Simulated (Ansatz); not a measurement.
**TiO2: constraining the magnetisation**

How does the energy of TiO2 change when the total moment of the cell is held at chosen values, and does the free SCF sit at the minimum of that curve? We look at TiO$_{2}$: its deposited structure (space group P4_2/mnm), with 6 atoms per cell. Source: COD entry 9004144; the sample's temperature and pressure aren't taken into account.

Program: Ansatz 0.2.0. Level of theory: DFT PBE+U, PAW, plane waves, scalar-relativistic; U − J = 3 eV on Ti d. These are calculated values, not measurements.

## Step 1: The structure to begin with

It takes space group P4_2/mnm (No. 136, tetragonal). Conventional cell: a = 4.623 Å, b = 4.623 Å, c = 2.986 Å, α = 90.00°, β = 90.00°, γ = 90.00°. Ti (site symmetry mmm) has 6 O at 1.96 to 2.00 Å as nearest neighbours. O (site symmetry m2m) is surrounded by 3 Ti at 1.96 to 2.00 Å.

Coordinates:

```cif
data_structure
_symmetry_space_group_name_H-M 'P4_2/mnm'
_symmetry_Int_Tables_number 136
_cell_length_a 4.6230
_cell_length_b 4.6230
_cell_length_c 2.9860
_cell_angle_alpha 90.000
_cell_angle_beta 90.000
_cell_angle_gamma 90.000
_cell_volume 63.82
loop_
_atom_site_label
_atom_site_type_symbol
_atom_site_symmetry_multiplicity
_atom_site_Wyckoff_symbol
_atom_site_fract_x
_atom_site_fract_y
_atom_site_fract_z
_atom_site_occupancy
Ti1 Ti 2 a 0.00000 0.00000 0.00000 1
O1 O 4 f 0.30520 0.30520 0.00000 1
```

Labels such as O6 number the atoms in the order of the input file.

In a fixed run the two spins have Fermi levels of their own, and the moment is shared at the start among the d and f atoms with one sign. No search for lower states follows.

Site moments are integrals over atomic spheres and don't add up to the total.

## Step 2: Parallel moments, free total moment

input.yaml reads:

```yaml
crystal:
  lattice:
    - [4.623, 0.0, 0.0]
    - [0.0, 4.623, 0.0]
    - [0.0, 0.0, 2.986]
  atoms:
    - { symbol: Ti, position: [0.0, 0.0, 0.0], spin: 1.0 }
    - { symbol: Ti, position: [0.5, 0.5, 0.5], spin: 1.0 }
    - { symbol: O, position: [0.3052, 0.3052, 0.0] }
    - { symbol: O, position: [0.1948, 0.8052, 0.5] }
    - { symbol: O, position: [0.6948, 0.6948, 0.0] }
    - { symbol: O, position: [0.8052, 0.1948, 0.5] }
magnetization:
  spin_polarized: true
hamiltonian:
  xc: pbe
  pseudopotentials: { kind: paw }
  hubbard: { sites: [{ species: Ti, l: d, u_eff: 3.0 }] }
basis:
  ecutwfc: 420
kpoints:
  mp_grid: { grid: [5, 5, 7] }
scf:
  occupations: { method: fermi_dirac, width: 0.05 }
  lower_state_search: "off"
output:
  forces: true
  stress: true
  write_density: true
  write_potential: true
  elf: true
  volumetric_format: npy
```

The run is started by

```sh
$ ansatz run input.yaml --threads 2 --pin off --max-ram 5120MiB --backend cpu --events-out ev --progress --plain --runs-dir out
```

Standard output:

```text
Ti: projections on atomic orbitals take those of the free atom [Ne] 3s2 3p6 3d2 4s2, of charge +0.00 (hamiltonian.pseudopotentials.projection_atoms); the dataset's partial waves leave at most 4.1e-7 of an orbital's norm unspanned inside its sphere
O: projections on atomic orbitals take those of the free atom [He] 2s2 2p4, of charge +0.00 (hamiltonian.pseudopotentials.projection_atoms); the dataset's partial waves leave at most 1.9e-8 of an orbital's norm unspanned inside its sphere
Engine: ansatz 0.2.0, x86_64-unknown-linux-gnu
Pseudopotentials: kind: paw
Pseudopotential: Ti, paw, valence charge 12, recommended cutoff 420 eV (normal), Ti.paw.azcp
Pseudopotential: O, paw, valence charge 6, recommended cutoff 420 eV (normal), O.paw.azcp
Functional definition: PBE
  parameter kappa = 0.804
  parameter beta = 0.06672455060314922
  exchange = pbe_x(kappa = kappa, mu = beta*pi^2/3)
  correlation = pbe_c(beta = beta)
Crystal: 6 atoms, lattice volume = 63.817 Å³
Basis set: ecut = 420 eV, 1241 PW (Γ), exchange–correlation on 64×64×40 points (8 copies of the dense FFT grid, shifted against one another)
Bands: 31, of which v1, the nominal top of the filled ones, is band 24 counted from 1 (23 counted from 0)
Symmetry: 16 space group operations
Space group: P42/mnm (ITA 136), of the structure as read, at distance tolerance 4.0e-5 Å
Magnetic group: BNS 136.495 (UNI 1155), of the structure as read, at distance tolerance 4.0e-5 Å
k-points: 24 of 175
Non-local potential: Ti, projectors of the file, l = 0: 3, l = 1: 2, l = 2: 3, l = 3: 1
Non-local potential: O, projectors of the file, l = 0: 2, l = 1: 2, l = 2: 1
PAW form: soft (Blöchl's): semilocal exchange-correlation on the pseudo side does not see the compensation charge
PAW one-centre angular grid: Ti, 590 points (default); XC on 64 Gauss nodes
PAW one-centre angular grid: O, 110 points (default); XC on 64 Gauss nodes
Initial density: superposition of atomic densities (chi_scale 0.1, normalization cell, long waves kept (reshape's long-wave potential 0.00 eV rms))
Starting moments: Σ|m| = 2 μB on 2 of 6 sites
Initial wavefunctions: pseudopotential atomic-orbital guess
Functional: x = pbe(κ = 0.804, μ = 0.2195149727645171), c = pbe(β = 0.06672455060314922)
SCF iter   1: F=—  HF=-7272.273909 eV  |F-HF|=—  |Δ(HF+E_count)|=         —  Δρ=6.59e-2 (↑6.59e-2 ↓5.59e-2)  dr2=4.85e0  dr2_m=1.10e0  M=0.000 μB ∫|m|=0.660 μB  β_m=0.30  ethr=3.10e-3  ⟨swp⟩=5.6  Hψ=5879  notcnv=0
preconditioner: auto → Resta (q_TF=auto, 2.602 Å⁻¹)  ε∞=7.3  [insulator: Δε(μ)=2.251 eV  Ē_g=10.490 eV  σ=0.050 eV  W_gap=1.00  n_scr=18 (ndim 8)  ℏωp=26.3 eV  f_vac=0.000  D(μ)=0.00/eV (n_scr^D=0)  ε∞_Penn≈7.3]
spin=Collinear: Resta preconditioning applied to the charge; magnetization (m = ρ↑ − ρ↓) channel mixes plain (no charge-response kernel on spin).
SCF iter   2: F=—  HF=-7271.919254 eV  |F-HF|=—  |Δ(HF+E_count)|=   3.55e-1  Δρ=3.82e-2 (↑3.53e-2 ↓3.82e-2)  dr2=8.85e-1  dr2_m=5.36e-1  M=0.000 μB ∫|m|=0.668 μB  β_m=0.30  ethr=3.10e-3  ⟨swp⟩=2.2  Hψ=2707  notcnv=0  defer=58
SCF iter   3: F=—  HF=-7272.073077 eV  |F-HF|=—  |Δ(HF+E_count)|=   1.54e-1  Δρ=2.89e-2 (↑2.38e-2 ↓2.89e-2)  dr2=3.55e-1  dr2_m=2.85e-1  M=0.000 μB ∫|m|=0.588 μB  β_m=0.30  ethr=1.84e-3  ⟨swp⟩=2.2  Hψ=2088  notcnv=0  defer=58
SCF iter   4: F=—  HF=-7272.199888 eV  |F-HF|=—  |Δ(HF+E_count)|=   1.27e-1  Δρ=2.02e-2 (↑2.02e-2 ↓1.44e-2)  dr2=3.72e-2  dr2_m=1.69e-1  M=0.000 μB ∫|m|=0.452 μB  β_m=0.30  ethr=7.39e-4  ⟨swp⟩=2.2  Hψ=2425  notcnv=0  defer=58
SCF iter   5: F=—  HF=-7272.251369 eV  |F-HF|=—  |Δ(HF+E_count)|=   5.15e-2  Δρ=1.35e-2 (↑1.35e-2 ↓1.24e-2)  dr2=7.83e-3  dr2_m=9.49e-2  M=0.000 μB ∫|m|=0.384 μB  β_m=0.30  ethr=7.76e-5  ⟨swp⟩=2.2  Hψ=2450  notcnv=0  defer=58
SCF iter   6: F=—  HF=-7272.289545 eV  |F-HF|=—  |Δ(HF+E_count)|=   3.82e-2  Δρ=9.93e-3 (↑9.70e-3 ↓9.93e-3)  dr2=1.32e-3  dr2_m=5.58e-2  M=0.000 μB ∫|m|=0.319 μB  β_m=0.30  ethr=1.63e-5  ⟨swp⟩=2.1  Hψ=2744  notcnv=0  defer=59
SCF iter   7: F=—  HF=-7272.308942 eV  |F-HF|=—  |Δ(HF+E_count)|=   1.94e-2  Δρ=7.87e-3 (↑7.26e-3 ↓7.87e-3)  dr2=5.73e-4  dr2_m=3.34e-2  M=0.000 μB ∫|m|=0.266 μB  β_m=0.30  ethr=2.74e-6  ⟨swp⟩=2.0  Hψ=2118  notcnv=0  defer=59
Mixer restart at iter 7: flushing history
spin-set hold released at iteration 7 (site moments contracting): the magnetisation degrees of freedom join the quasi-Newton model from the next iteration; the mixer history was flushed
SCF iter   8: F=—  HF=-7272.319975 eV  |F-HF|=—  |Δ(HF+E_count)|=   1.10e-2  Δρ=6.04e-3 (↑5.86e-3 ↓6.04e-3)  dr2=1.79e-4  dr2_m=2.07e-2  M=0.000 μB ∫|m|=0.221 μB  β_m=0.63  ethr=1.19e-6  ⟨swp⟩=1.9  Hψ=2230  notcnv=0  defer=59
SCF iter   9: F=—  HF=-7272.338008 eV  |F-HF|=—  |Δ(HF+E_count)|=   1.80e-2  Δρ=1.86e-3 (↑6.29e-4 ↓1.86e-3)  dr2=1.08e-3  dr2_m=8.55e-4  M=-0.000 μB ∫|m|=0.052 μB  β_m=0.73  ethr=3.74e-7  ⟨swp⟩=3.0  Hψ=3156  notcnv=0  defer=59
SCF iter  10: F=—  HF=-7272.338474 eV  |F-HF|=—  |Δ(HF+E_count)|=   4.66e-4  Δρ=1.14e-3 (↑1.14e-3 ↓3.03e-4)  dr2=7.81e-4  dr2_m=2.18e-4  M=-0.000 μB ∫|m|=0.024 μB  β_m=0.75  ethr=3.74e-7  ⟨swp⟩=2.4  Hψ=2819  notcnv=0  defer=59
SCF iter  11: F=—  HF=-7272.338483 eV  |F-HF|=—  |Δ(HF+E_count)|=   9.48e-6  Δρ=4.48e-4 (↑4.48e-4 ↓1.57e-4)  dr2=9.81e-5  dr2_m=4.31e-5  M=-0.000 μB ∫|m|=0.011 μB  β_m=0.87  ethr=3.74e-7  ⟨swp⟩=2.0  Hψ=2224  notcnv=0  defer=59
SCF iter  12: F=—  HF=-7272.338497 eV  |F-HF|=—  |Δ(HF+E_count)|=   1.39e-5  Δρ=9.65e-5 (↑9.65e-5 ↓1.48e-5)  dr2=3.89e-6  dr2_m=1.59e-6  M=-0.000 μB ∫|m|=0.002 μB  β_m=0.79  ethr=2.04e-7  ⟨swp⟩=2.1  Hψ=2393  notcnv=0  defer=59
iter 13 did not close the SCF: its close was put off for a magnetic moment that had not settled (scf_convergence_deferred on its scf_iter line)
SCF iter  13: F=-7272.338497 eV  HF=-7272.338497 eV  |F-HF|=9.66e-9  |Δ(HF+E_count)|=   3.87e-7  Δρ=8.73e-6 (↑8.73e-6 ↓2.85e-6)  dr2=2.47e-8  dr2_m=1.50e-8  M=-0.000 μB ∫|m|=0.000 μB  β_m=0.89  ethr=2.08e-10  ⟨swp⟩=12.2  Hψ=9808  notcnv=0
iter 14 did not close the SCF: its close was put off for a magnetic moment that had not settled (scf_convergence_deferred on its scf_iter line)
SCF iter  14: F=-7272.338497 eV  HF=-7272.338497 eV  |F-HF|=3.17e-10  |Δ(HF+E_count)|=   8.05e-9  Δρ=8.44e-7 (↑8.44e-7 ↓6.49e-7)  dr2=4.67e-10  dr2_m=2.17e-10  M=-0.000 μB ∫|m|=0.000 μB  β_m=0.95  ethr=5.14e-11  ⟨swp⟩=5.1  Hψ=7732  notcnv=0
SCF iter  15: F=-7272.338497 eV  HF=-7272.338497 eV  |F-HF|=2.64e-11  |Δ(HF+E_count)|=  5.15e-10  Δρ=1.41e-7 (↑1.41e-7 ↓1.29e-7)  dr2=3.16e-11  dr2_m=5.99e-12  M=0.000 μB ∫|m|=0.000 μB  ethr=1.00e-12  ⟨swp⟩=4.0  Hψ=6700  notcnv=0
WARN: the starting moments were not kept: the SCF closed with an absolute magnetisation of 4.4e-6 μB, where they sum to 2 μB in size (2 sites). That is at most 0.1 of that sum. Measured as dr2_m measures the in/out step, that magnetisation stands 3.6e-12 eV from none, at or under the dr2_threshold of 1.0e-7 eV: it is no larger than a step whose dr2_m would equal this threshold. The system may hold no moment; this SCF shows only that its start led to no more than that. To try another start: raise the starting moments (crystal.atoms[].spin, magnetization.per_species, magnetization.initial_magnetization, or on a non-collinear deck that types none of these the spinor_matrix: blocks that start its atoms; where the total moment is fixed, keep their sum and leave initial_magnetization as it is; typed ones take the place of any that the run laid by itself, positive ones on a crystal's lanthanoids without a Hubbard term where scf.initial_density.shell_occupations: [] is typed) or, if the notice of its spin-set hold's release reads "site moments contracting" or "site moments show no strong build", lengthen the hold (scf.mixing.spin_hold: { on: { confirm: 4 } }; for m-r²SCAN on two components see the key's manual first). Each may lead to a state that holds a moment. A second SCF, from the converged charge density, with the starting moments and any scf.initial_density.shell_occupations laid on it anew, would have followed, and was not run: the deck does not ask for one (magnetization.retry_lost_moments is false, the default). To let it run, set magnetization.retry_lost_moments: true and run the deck again, where that key's refused combinations let it; where memory then withholds it, that run's warning says so.
SCF 1 converged in 15 iterations: F = -7272.338497 eV  dr2 = 3.16e-11
SCF converged after 15 iterations
Magnetization: 0.0000 μB (24.0000 up, 24.0000 down)
Absolute magnetization: 0.0000 μB (∫|ρ↑−ρ↓|, with the PAW one-centre terms)
Spin contamination: 0.0000 ħ² per cell (⟨S²⟩ above its minimum at these occupations)
Per-site moments (μB) at R_I (Å): [(6.00800049570732e-7, 0.8094956027093442), (6.008000495841659e-7, 0.8094956027093442), (-5.353738780811835e-7, 0.8094956027093442), (-5.353738780612225e-7, 0.8094956027093442), (-5.353738780826337e-7, 0.8094956027093442), (-5.353738780377402e-7, 0.8094956027093442)]
Free energy (F): -7272.338497 eV
Harris-Foulkes:  -7272.338497 eV  (|F-HF|=2.64e-11)
Internal energy: -7272.338497 eV  (E = F + TS)
E sigma→0 (E₀):  -7272.338497 eV
Fermi energy:    10.134840 eV
--- Per-component energies (eV) ---
  E_band       = -406.430192
  E_kinetic    = 1244.505390
  E_local      = -3113.455684  (includes V_loc(G=0)·N_el)
  E_nonlocal   = 194.129925
  E_hartree    = 1181.136814
  E_xc         = -492.719119
  E_vxc        = -623.952257  (∫ρ·V_xc dr)
  E_hubbard    = 4.831834  (on-site DFT+U / exact-exchange correction)
  E_vhub       = 3.335513  (the Hubbard potential's part of the band-sum identity)
  E_paw        = -2720.451216  (= ΣΔE_a)
  E_vpaw       = -473.276829  (= ΣTr[D̂ρ^β])
  E_aug_tail   = 0.010237  (compensation charges beyond the density's cutoff)
  E_ewald      = -3570.326677
  E_smearing   = -0.000000  (= −TS)
  E_closure    = 0.000000  (closes the sum)
  Σ components = -7272.338497   (vs F -7272.338497, Δ=0.00e0)
--- Forces (eV/Å), atoms counted from 1 ---
  atom   1  Ti     0.00000000    -0.00000000     0.00000000
  atom   2  Ti     0.00000000     0.00000000     0.00000000
  atom   3  O     -0.00795093    -0.00795093     0.00000000
  atom   4  O      0.00795093    -0.00795093     0.00000000
  atom   5  O      0.00795093     0.00795093     0.00000000
  atom   6  O     -0.00795093     0.00795093     0.00000000
  max |Σ_I F_I| component: 5.20e-18 eV/Å
--- Stress (GPa, compression-positive) ---
        2.202437       0.000000       0.000000
        0.000000       2.202437       0.000000
        0.000000       0.000000       2.593700
  P = ⅓ Tr σ = 2.3329 GPa (23.329 kbar)
--- Band table (eV; the first three rows and the last of 48) ---
  k-point 0 ↑: bands = ["-48.6702", "-48.6541", "-24.9257", "-24.9257", "-24.7836", "-24.7836", "-24.7453", "-24.7153", "-9.1157", "-7.8693", "-7.2687", "-7.2687", "3.4062", "3.8756", "4.4770", "5.2857", "5.2857", "6.4824", "6.4824", "7.0048", "8.3005", "8.6051", "8.6051", "9.0918", "11.2811", "11.5106", "11.7476", "11.7968", "11.7968", "13.1855", "13.5452"]
  k-point 1 ↑: bands = ["-48.6634", "-48.6494", "-24.9064", "-24.9064", "-24.8176", "-24.7922", "-24.7806", "-24.7806", "-8.9187", "-7.7698", "-7.3430", "-7.3430", "3.6688", "4.0684", "4.6966", "5.1007", "5.1007", "6.4627", "6.8593", "6.8593", "7.5731", "8.2470", "8.2470", "8.9707", "11.6470", "11.6480", "11.6818", "12.0037", "12.0037", "13.4111", "13.4844"]
  k-point 2 ↑: bands = ["-48.6461", "-48.6377", "-24.9777", "-24.9630", "-24.8604", "-24.8604", "-24.7769", "-24.7769", "-8.4252", "-7.5850", "-7.5137", "-7.5137", "4.3064", "4.4845", "5.0665", "5.0665", "5.3312", "5.5003", "6.3408", "7.3200", "7.3200", "7.4435", "7.4435", "8.4385", "11.6164", "11.8927", "12.2949", "12.4499", "12.4499", "13.0303", "13.9908"]
  k-point 23 ↓: bands = ["-48.6289", "-48.6288", "-25.1033", "-25.1007", "-24.8161", "-24.8116", "-24.7848", "-24.7837", "-7.8388", "-7.7301", "-7.6240", "-7.5140", "4.2962", "4.5330", "4.5556", "4.7026", "5.4896", "5.7322", "6.4052", "6.4252", "7.6859", "7.7895", "8.1841", "8.3275", "11.6550", "11.9958", "12.3329", "12.4700", "12.4901", "12.6796", "14.0501"]
Occupation matrices written to <dir>
```

Run time: 3.5 s. Hardware: 2 threads of Intel Xeon 6975P-C (Granite Rapids), shared host; peak memory 0.46 GiB.

Site moments Ti1 0.00, Ti2 0.00 μB, total 0.00 μB.

Density in a lattice plane of the grid's cell (edges 4.62 and 4.62 Å, at 0.000 of the third edge), which holds Ti and O.

Values in e/Å³, 12 rows by 12 columns:
```
7.41 4.37 0.58 0.11 0.05 0.04 0.06 0.15 0.27 0.33 0.76 4.56
1.14 0.58 0.18 0.09 0.06 0.06 0.18 0.63 1.47 1.36 0.71 0.76
0.15 0.11 0.09 0.08 0.06 0.10 0.40 2.16 6.07 5.04 1.36 0.33
0.08 0.05 0.06 0.06 0.07 0.13 0.50 2.69 6.95 6.07 1.47 0.27
0.05 0.04 0.06 0.10 0.13 0.15 0.34 1.11 2.69 2.16 0.63 0.15
0.03 0.06 0.18 0.40 0.50 0.34 0.24 0.34 0.50 0.40 0.18 0.06
0.05 0.15 0.63 2.16 2.69 1.11 0.34 0.15 0.13 0.10 0.06 0.04
0.08 0.27 1.47 6.07 6.95 2.69 0.50 0.13 0.07 0.06 0.06 0.05
0.15 0.33 1.36 5.04 6.07 2.16 0.40 0.10 0.06 0.08 0.09 0.11
1.14 0.76 0.71 1.36 1.47 0.63 0.18 0.06 0.06 0.09 0.18 0.58
7.41 4.56 0.76 0.33 0.27 0.15 0.06 0.04 0.05 0.11 0.58 4.37
9.96 7.41 1.14 0.15 0.08 0.05 0.03 0.05 0.08 0.15 1.14 7.41
```
Columns run along the first of these edges and rows up along the second, over one cell in 12 and 12 even steps from the bottom left corner. Atoms in the plane (fractional): Ti at (0.00, 0.00), O at (0.31, 0.31), O at (0.69, 0.69).

ELF in the same plane.

Ten even steps from '0' (0.00) to '9' (0.83):
```
136730000000012332114773
677520000000146777522577
654200000001478999963245
110000000002689999997311
000000000014899976899731
000000000014899743699962
000000000014799855799962
000000011112589988999852
000012343211257999998630
000256887642124678865200
003689999975211234321000
025899988998521111000000
026999755899741000000000
026999634799841000000000
013799867999841000000000
111379999998620000000001
654236999987410000000245
677522577764100000002577
137741123321000000003763
005741000000000000014750
```
Columns run along the first of these edges and rows up along the second, over one cell in 24 and 20 even steps from the bottom left corner. Atoms in the plane (fractional): Ti at (0.00, 0.00), O at (0.31, 0.31), O at (0.69, 0.69).

Both are smooth fields of the valence electrons: close to the nuclei they are not physical.

Maxima of ELF outside the ion cores: 0.83 in the shell around O, 0.6 Å from O.

## Step 3: Total moment fixed at 0 μB

input.yaml, as its differences from that of step 2:

```diff
@@ -6,4 +6,4 @@
   atoms:
-    - { symbol: Ti, position: [0.0, 0.0, 0.0], spin: 1.0 }
-    - { symbol: Ti, position: [0.5, 0.5, 0.5], spin: 1.0 }
+    - { symbol: Ti, position: [0.0, 0.0, 0.0] }
+    - { symbol: Ti, position: [0.5, 0.5, 0.5] }
     - { symbol: O, position: [0.3052, 0.3052, 0.0] }
@@ -14,2 +14,4 @@
   spin_polarized: true
+  initial_magnetization: 0
+  spin_locking: { lock_magnetization: hard }
 hamiltonian:
@@ -25,2 +27,3 @@
   lower_state_search: "off"
+  max_iter: 150
 output:
@@ -28,5 +31 @@
   stress: true
-  write_density: true
-  write_potential: true
-  elf: true
-  volumetric_format: npy
```

The run is started by

```sh
$ ansatz run input.yaml --threads 2 --pin off --max-ram 5120MiB --backend cpu --events-out ev --progress --plain --runs-dir out
```

Standard output, shortened:

```text
Warning: output.stress: scf.convergence.dr2_threshold = 1e-7 eV (the SCF's general default) is looser than the 6e-10 eV advised for a printed stress (1e-10 eV for each atom of the cell: 6). What an SCF threshold leaves in a stress goes as its square root, and in the free energy as the [...]
[... 13 lines as in an earlier run ...]
Bands: 30, of which v1, the nominal top of the filled ones, is band 24 counted from 1 (23 counted from 0)
[... 11 lines as in an earlier run ...]
SCF iter   1: F=—  HF=-7272.868596 eV  |F-HF|=—  |Δ(HF+E_count)|=         —  Δρ=4.36e-2 (↑4.36e-2 ↓4.36e-2)  dr2=5.01e0  dr2_m=0.00e0  M=0.000 μB ∫|m|=0.000 μB  β_m=0.30  ethr=3.10e-3  ⟨swp⟩=4.9  Hψ=2844  notcnv=0
[...]
[... 1 line as in an earlier run ...]
[...]
SCF iter  10: F=-7272.338497 eV  HF=-7272.338497 eV  |F-HF|=7.89e-10  |Δ(HF+E_count)|=   1.08e-8  Δρ=7.90e-7 (↑7.90e-7 ↓7.90e-7)  dr2=1.69e-9  dr2_m=0.00e0  M=0.000 μB ∫|m|=0.000 μB  ethr=1.20e-10  ⟨swp⟩=1.9  Hψ=2249  notcnv=0
[...]
SCF converged after 10 iterations
[...]
Magnetization: 0.0000 μB (24.0000 up, 24.0000 down)
Absolute magnetization: 0.0000 μB (∫|ρ↑−ρ↓|)
Spin contamination: 0.0000 ħ² per cell (⟨S²⟩ above its minimum at these occupations)
Per-site moments (μB) at R_I (Å): [(0.0, 0.8094956027093442), (0.0, 0.8094956027093442), (0.0, 0.8094956027093442), (0.0, 0.8094956027093442), (0.0, 0.8094956027093442), (0.0, 0.8094956027093442)]
Free energy (F): -7272.338497 eV
[...]
E sigma→0 (E₀):  -7272.338497 eV
Fermi energy:    10.134847 (↑ 10.134847, ↓ 10.134847) eV
[...]
--- Forces (eV/Å), atoms counted from 1 ---
  atom   1  Ti     0.00000000    -0.00000000     0.00000000
  atom   2  Ti     0.00000000     0.00000000     0.00000000
  atom   3  O     -0.00795436    -0.00795436     0.00000000
  atom   4  O      0.00795436    -0.00795436     0.00000000
  atom   5  O      0.00795436     0.00795436     0.00000000
  atom   6  O     -0.00795436     0.00795436     0.00000000
[...]
--- Stress (GPa, compression-positive) ---
        2.202393       0.000000       0.000000
        0.000000       2.202393       0.000000
        0.000000       0.000000       2.593738
  P = ⅓ Tr σ = 2.3328 GPa (23.328 kbar)
Occupation matrices written to <dir>
```

It took 1.5 s on 2 threads of Intel Xeon 6975P-C (Granite Rapids), shared host; peak memory 0.47 GiB.

Site moments Ti1 0.00, Ti2 0.00 μB, total 0.00 μB; the free energy is that of step 2 within 0.5 meV.

## Step 4: Total moment fixed at 4 μB

input.yaml, as its differences from that of step 3:

```diff
@@ -6,4 +6,4 @@
   atoms:
-    - { symbol: Ti, position: [0.0, 0.0, 0.0] }
-    - { symbol: Ti, position: [0.5, 0.5, 0.5] }
+    - { symbol: Ti, position: [0.0, 0.0, 0.0], spin: 2.0 }
+    - { symbol: Ti, position: [0.5, 0.5, 0.5], spin: 2.0 }
     - { symbol: O, position: [0.3052, 0.3052, 0.0] }
@@ -14,3 +14,3 @@
   spin_polarized: true
-  initial_magnetization: 0
+  initial_magnetization: 4
   spin_locking: { lock_magnetization: hard }
```

The run is started by

```sh
$ ansatz run input.yaml --threads 2 --pin off --max-ram 5120MiB --backend cpu --events-out ev --progress --plain --runs-dir out
```

Standard output, shortened:

```text
[... 14 lines as in an earlier run ...]
Bands: 32, of which v1, the nominal top of the filled ones, is band 24 counted from 1 (23 counted from 0)
[... 10 lines as in an earlier run ...]
Starting moments: Σ|m| = 4 μB on 2 of 6 sites
[... 2 lines as in an earlier run ...]
SCF iter   1: F=—  HF=-7264.699488 eV  |F-HF|=—  |Δ(HF+E_count)|=         —  Δρ=8.94e-2 (↑3.14e-2 ↓8.94e-2)  dr2=4.62e0  dr2_m=1.57e0  M=4.000 μB ∫|m|=4.004 μB  β_m=0.30  ethr=3.10e-3  ⟨swp⟩=6.0  Hψ=5999  notcnv=0
[...]
spin=Collinear: Kerker preconditioning applied to the charge; magnetization (m = ρ↑ − ρ↓) channel mixes plain (no charge-response kernel on spin).
[...]
Free energy (F): -7264.855221 eV
[...]
E sigma→0 (E₀):  -7264.825590 eV
Entropy (-TS):   -0.059262 eV (-9.877 meV/atom)
Fermi energy:    10.053871 (↑ 12.411496, ↓ 7.696247) eV
[... 17 lines left out: energy terms ...]
--- Forces (eV/Å), atoms counted from 1 ---
  atom   1  Ti     0.00000000    -0.00000000     0.00000000
  atom   2  Ti     0.00000000     0.00000000     0.00000000
  atom   3  O     -1.06572431    -1.06572431     0.00000000
  atom   4  O      1.06572431    -1.06572431     0.00000000
  atom   5  O      1.06572431     1.06572431     0.00000000
  atom   6  O     -1.06572431     1.06572431     0.00000000
[...]
--- Stress (GPa, compression-positive) ---
       23.267565       0.000000       0.000000
        0.000000      23.267565       0.000000
        0.000000       0.000000      30.628760
  P = ⅓ Tr σ = 25.7213 GPa (257.213 kbar)
Occupation matrices written to <dir>
```

Caution: the run may have ended on a state that is not the lowest.

Wall time 3.6 s (2 threads of Intel Xeon 6975P-C (Granite Rapids), shared host); peak memory 0.47 GiB.

Site moments Ti1 0.69, Ti2 0.69, O3 0.42, O4 0.42, O5 0.42, O6 0.42 μB, total 4.00 μB; the free energy is 7483 meV per cell above that of step 2.

(Part 1 of 2 ends here.)
